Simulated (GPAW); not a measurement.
A run of GPAW 26.7.0 is set up as follows.

The input run.py:

```python
from ase import Atoms
from ase.dft.bandgap import bandgap
from ase.io import write
from ase.units import GPa
from gpaw import GPAW, PW

atoms = Atoms(['Fe', 'O'],
              cell=[[0.0, 2.1554, 2.1554],
                    [2.1554, 0.0, 2.1554],
                    [2.1554, 2.1554, 0.0]],
              scaled_positions=[[0.0, 0.0, 0.0],
                                [0.5, 0.5, 0.5]],
              pbc=True)
atoms.set_initial_magnetic_moments([4.5, 0.0])

calc = GPAW(mode=PW(800),
            xc='PBE',
            kpts={'size': (11, 11, 11), 'gamma': True},
            occupations={'name': 'fermi-dirac', 'width': 0.05},
            nbands=17,
            convergence={'density': 1e-05, 'energy': 1e-05},
            maxiter=150,
            txt='gpaw.txt')
atoms.calc = calc
energy = atoms.get_potential_energy()
forces = atoms.get_forces()
stress = atoms.get_stress()
calc.write('gs.gpw')
write('result.traj', atoms)
print(f'Energy: {energy:.6f} eV')
print('Forces (eV/A):')
print(forces.round(4))
print('Stress (GPa):', (stress / GPa).round(3))
print('Moments:', calc.get_magnetic_moments().round(3))
print('Fermi level:', round(calc.get_fermi_level(), 4), 'eV')
print(f'Gap: {bandgap(calc)[0]:.4f} eV, direct: {bandgap(calc, direct=True)[0]:.4f} eV')
```

Potentials or basis: GPAW PAW data sets (gpaw-data 1.2.1), pw.

The run is started by

```sh
$ OMP_NUM_THREADS=1 python run.py
```

(1) Estimate the band gap on the k mesh.

(2) Predict the net moment.

(3) What does it give for the site moments?

Results:

(1) none (metal or under the smearing width).

(2) 4.00 μB per cell.

(3) Fe +3.55; O +0.24 μB.

Caveat: a cell with one magnetic atom can't hold antiferromagnetic order, which such compounds often take; semilocal functionals often make such compounds metallic where correlation or magnetic order opens a gap, which also shifts bond lengths.

The gap isn't set beside the measured one, since this odd mesh misses points on the zone boundary.
